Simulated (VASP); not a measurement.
Crystal: CdO (Monteponite).

```
Cd O
1.0
     0.00000    2.34950    2.34950
     2.34950    0.00000    2.34950
     2.34950    2.34950    0.00000
Cd O
1 1
Direct
  0.00000 0.00000 0.00000
  0.50000 0.50000 0.50000
```

```yaml
Program: VASP 6.6.1
Task: relaxation of cell and atoms
Functional: PBE
Dispersion: MBD
Potentials_or_basis: VASP PAW PBE potentials, release 64 (Cd, O)
Cutoff: 600 eV
k_mesh: 10 × 10 × 10
Occupations: fermi-dirac, width 0.05 eV
Spin: no spin polarisation
```

At the start: pressure 3.8 GPa; volume 12.97 Å³/atom.

**Question.** How do energy, volume and symmetry change on relaxing?

**Answer.** Over 4 steps the energy falls by 4.3 meV/atom and the volume is 13.31 Å³/atom (+2.7 %); space group Fm-3m (No. 225, to 0.05 Å).

Step by step:
| step | energy change (eV) | largest force (eV/Å) | pressure (GPa) | volume (Å³) |
| --- | --- | --- | --- | --- |
| 1 | 0.0000 | 0.0000 | 3.78 | 25.94 |
| 2 | -0.0055 | 0.0000 | -2.30 | 27.11 |
| 3 | -0.0086 | 0.0000 | -0.21 | 26.67 |
| 4 | -0.0086 | 0.0000 | -0.01 | 26.63 |

Final structure:
```
Cd O
1.0
     0.00000    2.37016    2.37016
     2.37016    0.00000    2.37016
     2.37016    2.37016    0.00000
Cd O
1 1
Direct
  0.00000 0.00000 0.00000
  0.50000 0.50000 0.50000
```
